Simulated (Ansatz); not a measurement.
# HfO2 (Fm-3m): from the listed cell to zero pressure

Aim: the volume at which the pressure of HfO2 (Fm-3m) vanishes.

Program: Ansatz 0.2.0. Level of theory: DFT PBEsol, scalar-relativistic, plane waves, PAW. These are calculated values, not measurements.

### 1 The system as given

It takes space group Fm-3m (No. 225, cubic). Conventional cell: a = 5.115 Å, b = 5.115 Å, c = 5.115 Å, α = 90.00°, β = 90.00°, γ = 90.00°. Hf (site symmetry m-3m) has 8 O at 2.21 Å as nearest neighbours. Around O (site symmetry -43m) lie 4 Hf at 2.21 Å.

Coordinates:

```cif
data_structure
_symmetry_space_group_name_H-M 'P 1'
_symmetry_Int_Tables_number 1
_cell_length_a 3.6169
_cell_length_b 3.6169
_cell_length_c 3.6169
_cell_angle_alpha 60.000
_cell_angle_beta 60.000
_cell_angle_gamma 60.000
_cell_volume 33.46
loop_
_atom_site_label
_atom_site_type_symbol
_atom_site_fract_x
_atom_site_fract_y
_atom_site_fract_z
_atom_site_occupancy
Hf1 Hf 0.00000 0.00000 0.00000 1
O1 O 0.25000 0.25000 0.25000 1
O2 O 0.75000 0.75000 0.75000 1
```

### 2 First run, at the start cell

input.yaml reads:

```yaml
crystal:
  lattice:
    - [0.0, 2.5575, 2.5575]
    - [2.5575, 0.0, 2.5575]
    - [2.5575, 2.5575, 0.0]
  atoms:
    - { symbol: Hf, position: [0.0, 0.0, 0.0] }
    - { symbol: O, position: [0.25, 0.25, 0.25] }
    - { symbol: O, position: [0.75, 0.75, 0.75] }
basis:
  ecutwfc: 420
  ecutrho_ratio: 4
kpoints:
  mp_grid: { grid: [8, 8, 8] }
hamiltonian:
  xc: pbesol
scf:
  occupations: { method: gaussian, width: 0.05 }
output:
  forces: true
  stress: true
  eigenvalues: true
```

Command:

```console
$ ansatz run input.yaml --threads 1 --pin off --max-ram 2560MiB --backend cpu --events-out ev --progress --plain --runs-dir out
```

What it wrote (excerpt; [...] marks lines left out):

```text
Warning: RAYON_NUM_THREADS=1 ignored (pool sized by the plan → 1); use --threads N
[...]
Pseudopotentials: kind: paw
Pseudopotential: Hf, paw, valence charge 26, recommended cutoff 420 eV (normal), Hf.paw.azcp
Pseudopotential: O, paw, valence charge 6, recommended cutoff 420 eV (normal), O.paw.azcp
Functional definition: PBEsol
[...]
Crystal: 3 atoms, lattice volume = 33.456 Å³
Basis set: ecut = 420 eV, 645 PW (Γ), exchange–correlation on 50×50×50 points (8 copies of the dense FFT grid, shifted against one another)
Bands: 23, of which v1, the nominal top of the filled ones, is band 19 counted from 1 (18 counted from 0)
Symmetry: 48 space group operations
Space group: Fm-3m (ITA 225), of the structure as read, at distance tolerance 3.2e-5 Å
k-points: 29 of 512
[...]
SCF iter   1: F=—  HF=-16725.046851 eV  |F-HF|=—  |Δ(HF+E_count)|=         —  Δρ=1.68e-2  dr2=7.64e-2  ethr=1.77e-3  ⟨swp⟩=4.6  Hψ=2430  notcnv=0
[...]
SCF iter   6: F=-16725.027906 eV  HF=-16725.027906 eV  |F-HF|=4.69e-9  |Δ(HF+E_count)|=   2.73e-6  Δρ=8.20e-6  dr2=1.18e-8  ethr=2.63e-10  ⟨swp⟩=3.5  Hψ=2954  notcnv=0
[...]
SCF converged after 6 iterations
Free energy (F): -16725.027906 eV
[...]
E sigma→0 (E₀):  -16725.027906 eV
Fermi energy:    17.167921 eV
[...]
--- Forces (eV/Å), atoms counted from 1 ---
  atom   1  Hf    -0.00000000     0.00000000    -0.00000000
  atom   2  O     -0.00000000    -0.00000000     0.00000000
  atom   3  O     -0.00000000    -0.00000000    -0.00000000
[...]
--- Stress (GPa, compression-positive) ---
      -10.178921      -0.000000      -0.000000
       -0.000000     -10.178921       0.000000
       -0.000000       0.000000     -10.178921
  P = ⅓ Tr σ = -10.1789 GPa (-101.789 kbar)
--- Band table (eV; the first three rows and the last of 29) ---
  k-point 0: bands = ["-45.7292", "-14.2650", "-14.2650", "-14.2650", "-3.1892", "-0.3957", "4.3587", "4.3587", "4.3587", "4.4208", "4.4208", "4.4208", "4.6211", "10.0876", "10.0876", "10.0876", "14.7587", "14.7587", "14.7587", "19.0929", "19.0929", "20.7627", "25.4690"]
[...]
```

Wall time 0.95 s (1 thread of Intel Xeon 6975P-C (Granite Rapids), shared host); peak memory 0.36 GiB.

In short: volume 11.152 Å³/atom, pressure -10.18 GPa, mesh gap 3.59 eV.

### 3 A new volume, run 2

Changes to input.yaml since step 2:

```diff
@@ -2,5 +2,5 @@
   lattice:
-    - [0.0, 2.5575, 2.5575]
-    - [2.5575, 0.0, 2.5575]
-    - [2.5575, 2.5575, 0.0]
+    - [0.0, 2.4982895535, 2.4982895535]
+    - [2.4982895535, 0.0, 2.4982895535]
+    - [2.4982895535, 2.4982895535, 0.0]
   atoms:
```

Command:

```console
$ ansatz run input.yaml --threads 1 --pin off --max-ram 2560MiB --backend cpu --events-out ev --progress --plain --runs-dir out
```

What it wrote (excerpt; [...] marks lines left out):

```text
Warning: RAYON_NUM_THREADS=1 ignored (pool sized by the plan → 1); use --threads N
[...]
[... 4 set-up lines as earlier in the session ...]
[...]
Crystal: 3 atoms, lattice volume = 31.186 Å³
Basis set: ecut = 420 eV, 609 PW (Γ), exchange–correlation on 48×48×48 points (8 copies of the dense FFT grid, shifted against one another)
Bands: 23, of which v1, the nominal top of the filled ones, is band 19 counted from 1 (18 counted from 0)
[... 1 set-up line as earlier in the session ...]
Space group: Fm-3m (ITA 225), of the structure as read, at distance tolerance 3.1e-5 Å
k-points: 29 of 512
[...]
SCF iter   1: F=—  HF=-16725.070468 eV  |F-HF|=—  |Δ(HF+E_count)|=         —  Δρ=1.72e-2  dr2=7.06e-2  ethr=1.77e-3  ⟨swp⟩=4.9  Hψ=2476  notcnv=0
[...]
SCF iter   6: F=-16725.052047 eV  HF=-16725.052047 eV  |F-HF|=4.49e-9  |Δ(HF+E_count)|=   1.61e-6  Δρ=7.15e-6  dr2=6.65e-9  ethr=2.63e-10  ⟨swp⟩=5.9  Hψ=3184  notcnv=0
[...]
SCF converged after 6 iterations
Free energy (F): -16725.052047 eV
[...]
E sigma→0 (E₀):  -16725.052047 eV
Fermi energy:    18.697069 eV
[...]
--- Forces (eV/Å), atoms counted from 1 ---
  atom   1  Hf    -0.00000000     0.00000000     0.00000000
  atom   2  O      0.00000000     0.00000000    -0.00000000
  atom   3  O     -0.00000000    -0.00000000     0.00000000
[...]
--- Stress (GPa, compression-positive) ---
        7.913004      -0.000000       0.000000
        0.000000       7.913004      -0.000000
       -0.000000       0.000000       7.913004
  P = ⅓ Tr σ = 7.9130 GPa (79.130 kbar)
--- Band table (eV; the first three rows and the last of 29) ---
  k-point 0: bands = ["-43.9636", "-12.5380", "-12.5380", "-12.5380", "-2.1988", "0.9174", "6.1564", "6.1564", "6.1564", "6.2349", "6.2349", "6.2349", "6.4718", "11.0790", "11.0790", "11.0790", "16.1708", "16.1708", "16.1708", "20.6796", "20.6796", "22.7472", "27.7842"]
[...]
```

It took 0.9 s on 1 thread of Intel Xeon 6975P-C (Granite Rapids), shared host; peak memory 0.35 GiB.

Result: volume 10.395 Å³/atom, pressure 7.91 GPa, gap on the mesh 3.75 eV.

### 4 Volume adjusted, run 3

Changes to input.yaml since step 3:

```diff
@@ -2,5 +2,5 @@
   lattice:
-    - [0.0, 2.4982895535, 2.4982895535]
-    - [2.4982895535, 0.0, 2.4982895535]
-    - [2.4982895535, 2.4982895535, 0.0]
+    - [0.0, 2.5217561629, 2.5217561629]
+    - [2.5217561629, 0.0, 2.5217561629]
+    - [2.5217561629, 2.5217561629, 0.0]
   atoms:
```

Command:

```console
$ ansatz run input.yaml --threads 1 --pin off --max-ram 2560MiB --backend cpu --events-out ev --progress --plain --runs-dir out
```

What it wrote (excerpt; [...] marks lines left out):

```text
Warning: RAYON_NUM_THREADS=1 ignored (pool sized by the plan → 1); use --threads N
[...]
[... 4 set-up lines as earlier in the session ...]
[...]
Crystal: 3 atoms, lattice volume = 32.073 Å³
Basis set: ecut = 420 eV, 609 PW (Γ), exchange–correlation on 48×48×48 points (8 copies of the dense FFT grid, shifted against one another)
Bands: 23, of which v1, the nominal top of the filled ones, is band 19 counted from 1 (18 counted from 0)
[... 2 set-up lines as earlier in the session ...]
k-points: 29 of 512
[...]
SCF iter   1: F=—  HF=-16725.091961 eV  |F-HF|=—  |Δ(HF+E_count)|=         —  Δρ=1.70e-2  dr2=7.28e-2  ethr=1.77e-3  ⟨swp⟩=4.6  Hψ=2440  notcnv=0
[...]
SCF iter   6: F=-16725.073300 eV  HF=-16725.073300 eV  |F-HF|=3.27e-9  |Δ(HF+E_count)|=   2.00e-6  Δρ=7.57e-6  dr2=8.65e-9  ethr=2.63e-10  ⟨swp⟩=5.9  Hψ=3158  notcnv=0
[...]
SCF converged after 6 iterations
Free energy (F): -16725.073300 eV
[...]
E sigma→0 (E₀):  -16725.073300 eV
Fermi energy:    18.074553 eV
[...]
--- Forces (eV/Å), atoms counted from 1 ---
  atom   1  Hf    -0.00000000     0.00000000     0.00000000
  atom   2  O     -0.00000000     0.00000000     0.00000000
  atom   3  O      0.00000000     0.00000000    -0.00000000
[...]
--- Stress (GPa, compression-positive) ---
        0.041694      -0.000000       0.000000
        0.000000       0.041694      -0.000000
        0.000000      -0.000000       0.041694
  P = ⅓ Tr σ = 0.0417 GPa (0.417 kbar)
--- Band table (eV; the first three rows and the last of 29) ---
  k-point 0: bands = ["-44.6777", "-13.2365", "-13.2365", "-13.2365", "-2.6024", "0.3833", "5.4288", "5.4288", "5.4288", "5.5002", "5.5002", "5.5002", "5.7216", "10.6760", "10.6760", "10.6760", "15.5967", "15.5967", "15.5967", "20.0371", "20.0371", "21.9433", "26.8426"]
[...]
```

Wall time 0.91 s (1 thread of Intel Xeon 6975P-C (Granite Rapids), shared host); peak memory 0.36 GiB.

Read off: volume 10.691 Å³/atom, pressure 0.04 GPa, gap on the mesh 3.69 eV.

### 5 The runs together

| run | functional | volume (Å³/atom) | pressure (GPa) | energy from the first of its functional (meV/atom) | k mesh |
| --- | --- | --- | --- | --- | --- |
| 1 | PBEsol | 11.152 | -10.18 | 0.0 | 8×8×8 |
| 2 | PBEsol | 10.395 | 7.91 | -8.0 | 8×8×8 |
| 3 | PBEsol | 10.691 | 0.04 | -15.1 | 8×8×8 |

### 6 Outcome

| quantity | value |
| --- | --- |
| volume | 10.691 Å³/atom |
| pressure | 0.04 GPa |
| conventional cell | a = 5.044 Å, b = 5.044 Å, c = 5.044 Å, α = 90.00°, β = 90.00°, γ = 90.00° |
| gap on the mesh | 3.69 eV |

**Reading.** The volume went from 11.15 to 10.69 Å³/atom (-4.1 %), where 0.04 GPa is left. Spin–orbit coupling is left out, though the cell holds Hf; in elements this heavy it can shift levels and gaps by tenths of an eV.

These are semilocal Kohn-Sham gaps, which aren't the measured quantity. Such gaps usually fall short of the measured ones.
